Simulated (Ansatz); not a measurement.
We consider zinc-blende ZnTe, described by PBEsol in Ansatz (PAW).

Numerical settings: plane-wave cutoff 520 eV, 10×10×10 k mesh, Fermi–Dirac smearing 0.01 eV, scalar-relativistic PAW data made under PBE.

Energies at three volumes about the minimum:

```csv
V (Å³/atom),E − E_lowest (meV/atom)
27.340,1.82
27.898,0.00
28.456,1.69
```

Task: Fit a parabola by hand: where is the minimum, what lattice constant follows, and what is the bulk modulus?

Result: Slopes: (0.00 − 1.82)/(27.898 − 27.340) = -3.262 and (1.69 − 0.00)/(28.456 − 27.898) = 3.029 meV/Å³. Curvature E″ = 2 × (3.029 − (-3.262))/(28.456 − 27.340) = 11.274 meV/Å⁶. From the middle of the first interval, the slope vanishes at V0 = 27.6190 − (-3.262)/11.274 = 27.908 Å³/atom. B = V0 E″ = 27.908 × 11.274 meV/Å³ × 0.1602 GPa per meV/Å³ = 50.4 GPa. With 8 atoms in the cube, a = (8 × 27.908)^(1/3) = 6.067 Å. The full Birch–Murnaghan fit to all volumes gives V0 = 27.897 Å³/atom and B0 = 50.4 GPa.

Measured, for comparison: bulk modulus 51 ± 3 GPa (room temperature, not corrected to a static lattice; as tabulated in Determination of phase transition pressures of ZnTe under quasihydrostatic …); lattice constant a 6.104 Å (room temperature, not corrected to a static lattice, sources range from 6.089 to 6.104; as tabulated in Albrecht et al. (1997), arXiv:cond-mat/9706128). Computed less measured: bulk modulus -1.2 % (inside the measured uncertainty).

Ansatz is a quantum-chemistry and plane-wave program.
